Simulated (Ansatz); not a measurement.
KI (started from an entry of an open crystallographic database), relaxed with r2SCAN: it is cubic, Fm-3m (No. 225); a = 7.089 Å in the conventional setting, 44.53 Å³ an atom. Around K lie 6 I at 3.54 Å; around I lie 6 K at 3.54 Å. One-shot G0W0@PBE in the PAW code Ansatz on a 4×4×4 mesh (contour deformation, no spin-orbit coupling), from a PBE gap of 3.943 eV over the mesh points (the G0W0 gap is direct on the mesh); the number N of bands summed and the screening cutoff rise together. Calculated for a static, non-magnetic cell.

| N | cutoff (eV) | 1000/N | G0W0 gap (eV) |
| --- | --- | --- | --- |
| 215 | 100 | 4.651 | 6.017 |
| 501 | 180 | 1.996 | 6.120 |

Problem. Lay a straight line in 1000/N through these rows.

Solution. The slope is -0.0388 eV per unit of 1000/N and the intercept 6.197 eV.

Problem. Predict the gap at N = 960 (260 eV).

Solution. 6.197 + (-0.0388) × 1.042 = 6.157 eV; the run gives 6.144 eV, -0.013 eV from the line.

Problem. With that run's result added, what limit do the last two rows suggest?

Solution. Their slope is (6.144 − 6.120)/(1.042 − 1.996) = -0.0252, which meets 1/N = 0 at 6.17 eV, against 6.197 eV from the first line. The slope flattens, so the first line overshoots; the k mesh isn't extrapolated.

No spin-orbit coupling is included; it can move band edges with weight on the heavy atoms by tenths of an eV.
